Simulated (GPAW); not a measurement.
# BP (F-43m): the B K absorption edge, part 2 of 2

How does the B K edge of BP (F-43m) move when the bonds are compressed or stretched?

GPAW 26.7.0; X-ray absorption from dipole matrix elements to empty bands, plane-wave PAW LDA.

So far. Step 10 (Spectrum with FCH, B atom 2): The scaled spectrum changes by 6 % r.m.s. The highest intensity below 16 eV goes from 2.4 eV (1.84) to 2.3 eV (1.92).

## 12. Spectrum with FCH, B atom 2

Changed against the first core-hole run: volume scale from 1 to 1.06.

Input file xas.py:

```python
import numpy as np
from ase import Atoms
from ase.parallel import parprint, paropen
from gpaw import GPAW, PW, FermiDirac, Mixer, MixerDif, setup_paths
from gpaw.test import gen
setup_paths.insert(0, '.')
gen('B', name='fch1s', xcname='LDA', corehole=(1, 0, 1), write_xml=True)
from gpaw.mpi import world
world.barrier()

atoms = Atoms('P6B6',
    cell=[[2.31350149, 4.62700299, 2.31350149],
     [4.62700299, -2.31350149, -2.31350149],
     [2.31350149, 2.31350149, -4.62700299]],
    scaled_positions=[[0.125, 0.375, 0.625],
     [0.625, 0.54166667, 0.79166667],
     [0.125, 0.70833333, 0.95833333],
     [0.625, 0.875, 0.125],
     [0.125, 0.04166667, 0.29166667],
     [0.625, 0.20833333, 0.45833333],
     [0, 0, 0],
     [0.5, 0.16666667, 0.16666667],
     [0, 0.33333333, 0.33333333],
     [0.5, 0.5, 0.5],
     [0, 0.66666667, 0.66666667],
     [0.5, 0.83333333, 0.83333333]],
    pbc=True)
atoms.calc = calc = GPAW(legacy_gpaw=True, mode=PW(430, force_complex_dtype=True), xc='LDA', setups={6: 'fch1s'},
    kpts={'size': (3, 4, 4), 'gamma': True}, occupations=FermiDirac(0.02),
    charge=0, mixer=Mixer(0.1, 5, 50), maxiter=150,
    convergence={'density': 0.0001, 'eigenstates': 1e-6}, txt='scf.txt')
energy = atoms.get_potential_energy() + calc.get_reference_energy()
ef = calc.get_fermi_level()
out = dict(energy=energy, fermi=ef, forces=atoms.get_forces().tolist())
parprint(f'all-electron energy {energy:.4f} eV, Fermi level {ef:.4f} eV')
ev = np.array([[calc.get_eigenvalues(k, s) for k in range(len(calc.get_ibz_k_points()))] for s in range(calc.get_number_of_spins())])
out['homo'], out['lumo'], out['counts'] = ev[ev < ef].max(), ev[ev > ef].min(), sorted(set((ev < ef).sum((0, 2)).tolist()))
out['filled'] = (ev[:, 0] < ef).sum(1).tolist()

from ase.units import Ha
from gpaw.xas import dipole_matrix_elements
nb = int(calc.get_number_of_electrons() / 2) + 91
top, nb = nb, nb + 8 + nb // 12
nscf = calc.fixed_density(kpts={'size': (5, 5, 5), 'gamma': True}, nbands=nb,
    convergence={'bands': top, 'eigenstates': 5e-3}, maxiter=60, txt='nscf.txt')
cell = atoms.cell.array
ops = [cell.T @ U.T @ np.linalg.inv(cell.T) for U in nscf.wfs.kd.symmetry.op_scc]
filled = [24]  # bands filled in the ground state, by spin
E = np.arange(-6, 34, 0.1)
fwhm = np.interp(E, [4, 25], [0.9, 3.5])
Y, X, zero, highest = 0, 0, 1e9, 1e9
for spin in range(nscf.get_number_of_spins()):
    wfs = nscf.wfs
    mine = wfs.bd.get_slice()  # this rank's bands
    A = dipole_matrix_elements(wfs.setups[6])
    eps = np.zeros((wfs.kd.nibzkpts, nb))
    d = np.zeros((3, A.shape[1], wfs.kd.nibzkpts, nb), complex)
    for kpt in wfs.kpt_u:
        if kpt.s == spin and 6 in kpt.P_ani:
            eps[kpt.k, mine] = kpt.eps_n * Ha
            d[:, :, kpt.k, mine] = (kpt.weight * wfs.nspins / 2) ** 0.5 * np.inner(A, kpt.P_ani[6])
    world.sum(eps)
    world.sum(d)
    T = np.einsum('amkn,bmkn->abkn', d, d.conj()).real
    T = sum(np.einsum('ai,ijkn,bj->abkn', R, T, R) for R in ops) / len(ops)
    empty = np.ones_like(eps, bool) & (np.arange(nb) >= filled[spin])
    zero, highest = min(zero, eps[empty].min()), min(highest, eps[:, top - 1].min())
    lines = [(eps, T, empty)] if spin == 0 else lines + [(eps, T, empty)]
for eps, T, empty in lines:
    f = np.einsum('aakn->akn', T).reshape(3, -1)
    x = eps.ravel() - zero
    w = np.interp(x, E, fwhm) / 2.35482
    g = np.exp(-0.5 * ((E[:, None] - x) / w) ** 2) / (w * (2 * np.pi) ** 0.5)
    Y = Y + (f * empty.ravel()) @ g.T
    X = X + (f * ~empty.ravel()) @ g.T
out.update(E=E.round(2).tolist(), xas=Y.tolist(), xes=X.tolist(), zero=zero, valid=highest - zero, nk=len(eps), nb=nb)
for i in range(0, len(E), 10):
    parprint(f'{E[i]:7.2f}', *(f'{v:10.3e}' for v in Y[:, i]))
import json
with paropen('out.json', 'w') as f:
    json.dump(out, f)
```

Started as:

```sh
> OMP_NUM_THREADS=1 mpirun -n 4 gpaw python xas.py
```

Elapsed: 51 s, on 4 MPI ranks of Intel Xeon Platinum 8488C (Sapphire Rapids), shared host; peak memory 0.35 GiB.

| E (eV) | first run | this run |
| --- | --- | --- |
| -2.0 | 0.00 | 0.00 |
| -1.0 | 0.00 | 0.00 |
| 0.0 | 0.10 | 0.14 |
| 1.0 | 0.97 | 1.23 |
| 2.0 | 1.74 | 1.97 |
| 3.0 | 1.57 | 1.66 |
| 4.0 | 1.47 | 1.54 |
| 5.0 | 1.24 | 1.30 |
| 6.0 | 1.33 | 1.37 |
| 7.0 | 1.36 | 1.27 |
| 8.0 | 1.23 | 1.11 |
| 9.0 | 1.04 | 0.91 |
| 10.0 | 0.98 | 0.98 |
| 11.0 | 1.01 | 0.95 |
| 12.0 | 0.88 | 0.72 |
| 13.0 | 0.65 | 0.60 |
| 14.0 | 0.60 | 0.73 |
| 15.0 | 0.78 | 0.86 |
| 16.0 | 0.90 | 0.71 |
| 17.0 | 0.73 | 0.55 |
| 18.0 | 0.56 | 0.53 |
| 19.0 | 0.52 | 0.54 |
| 20.0 | 0.52 | 0.53 |
| 21.0 | 0.52 | 0.49 |
| 22.0 | 0.48 | 0.44 |
| 23.0 | 0.44 | 0.42 |
| 24.0 | 0.42 | 0.46 |
| 25.0 | 0.46 | 0.53 |
| 26.0 | 0.53 | 0.58 |

Against the first run the r.m.s. difference is 12 %. The highest intensity below 16 eV goes from 2.4 eV (1.84) to 2.2 eV (2.00).

The photon energy of the zero moves by +0.27 eV.

## 13. The volumes side by side

| volume | nearest distance (Å) | shift of the zero (eV) | maximum 1 (eV above own zero) | maximum 2 (eV above own zero) | maximum 3 (eV above own zero) |
| --- | --- | --- | --- | --- | --- |
| 0.94 | 1.925 | -0.30 | 2.5 | 7.1 | 16.9 |
| 0.97 | 1.945 | -0.15 | 2.5 | 6.8 | 16.4 |
| 1 | 1.965 | +0.00 | 2.4 | 6.6 | 15.9 |
| 1.03 | 1.984 | +0.14 | 2.3 | 6.3 | 15.4 |
| 1.06 | 2.004 | +0.27 | 2.2 | 6.0 | 15.0 |

The curves, each shifted by its zero's change so that they share one photon-energy axis, counted from the zero at V × 1:

| E (eV) | V × 0.94 | V × 0.97 | V × 1 | V × 1.03 | V × 1.06 |
| --- | --- | --- | --- | --- | --- |
| -2.0 | 0.00 | 0.00 | 0.00 | 0.00 | 0.00 |
| -1.0 | 0.00 | 0.00 | 0.00 | 0.00 | 0.00 |
| 0.0 | 0.19 | 0.14 | 0.10 | 0.07 | 0.05 |
| 1.0 | 1.01 | 1.00 | 0.97 | 0.93 | 0.88 |
| 2.0 | 1.64 | 1.69 | 1.74 | 1.80 | 1.88 |
| 3.0 | 1.35 | 1.46 | 1.57 | 1.69 | 1.80 |
| 4.0 | 1.36 | 1.41 | 1.47 | 1.52 | 1.58 |
| 5.0 | 1.14 | 1.19 | 1.24 | 1.29 | 1.33 |
| 6.0 | 1.28 | 1.31 | 1.33 | 1.35 | 1.36 |
| 7.0 | 1.40 | 1.39 | 1.36 | 1.33 | 1.30 |
| 8.0 | 1.28 | 1.25 | 1.23 | 1.20 | 1.16 |
| 9.0 | 1.13 | 1.09 | 1.04 | 0.99 | 0.94 |
| 10.0 | 1.03 | 1.00 | 0.98 | 0.97 | 0.95 |
| 11.0 | 1.04 | 1.03 | 1.01 | 1.00 | 0.99 |
| 12.0 | 0.95 | 0.92 | 0.88 | 0.83 | 0.79 |
| 13.0 | 0.75 | 0.70 | 0.65 | 0.62 | 0.61 |
| 14.0 | 0.59 | 0.58 | 0.60 | 0.63 | 0.68 |
| 15.0 | 0.64 | 0.71 | 0.78 | 0.83 | 0.85 |
| 16.0 | 0.88 | 0.91 | 0.90 | 0.85 | 0.76 |
| 17.0 | 0.92 | 0.84 | 0.73 | 0.64 | 0.58 |
| 18.0 | 0.71 | 0.62 | 0.56 | 0.53 | 0.53 |
| 19.0 | 0.54 | 0.52 | 0.52 | 0.52 | 0.53 |
| 20.0 | 0.50 | 0.51 | 0.52 | 0.53 | 0.53 |
| 21.0 | 0.51 | 0.52 | 0.52 | 0.51 | 0.51 |
| 22.0 | 0.50 | 0.50 | 0.48 | 0.47 | 0.45 |
| 23.0 | 0.47 | 0.45 | 0.44 | 0.43 | 0.42 |
| 24.0 | 0.43 | 0.42 | 0.42 | 0.43 | 0.44 |
| 25.0 | 0.43 | 0.45 | 0.46 | 0.49 | 0.51 |

## 14. Outcome

```json
{
 "absorber and edge": "B K, atom 2 of the ground-state input (counted from 1)",
 "surroundings": "4 P at 1.97 Å (tetrahedral, site symmetry -43m)",
 "highest intensity below 16 eV": "2.4 eV above the zero, height 1.84",
 "photon energy of the zero, with the added terms": "186.1 eV (raw 191.7 eV; LDA puts this hole about 2 eV below PBE, itself good to a few eV)"
}
```

In words: From V × 0.94 to V × 1.06 the nearest distance grows by 0.079 Å and the zero moves by +0.57 eV. Above their own zero, the maxima move from 2.5 to 2.2 eV, from 7.1 to 6.0 eV and from 16.9 to 15.0 eV. The one highest in energy moves most, in the direction that the rule ΔE·R² ≈ constant for scattering resonances gives. The B K edge of atom 2, with 4 P at 1.97 Å (tetrahedral, site symmetry -43m), has its highest intensity of the first 16 eV at 2.4 eV above the zero, near 188 eV in photon energy (LDA puts this hole about 2 eV below PBE, itself good to a few eV), 1.8 times the mean level of the first 20 eV (Gaussian full width 0.9 eV up to 4 eV, rising linearly to 3.5 eV at 25 eV). The holes are only 5.6 Å apart, so the shape is probably not converged with cell size; no larger cell was run here. The mesh is coarse (0.27 Å⁻¹ between points), so small maxima may be mesh ripples. The structure is a published determination, not relaxed.

[Logs are printed without paths, hosts, clocks, repeated set-up lines and the standing remarks that a program may print on its own settings, such as how far it seeks lower states.]

[Hosts, paths, dates, database ids (printed as entryN), source tags and the programs' standing remarks are cut or masked in the printed files.]

[Lists of maxima count a maximum above −3 eV only where it reaches 4 % of the highest in the window and stands out from its surroundings by 2 % of it (1.5 % where it reaches 55 %); shoulders and weaker maxima are passed over, and of the rest the first, up to two pre-edge ones and the few strongest are named.]
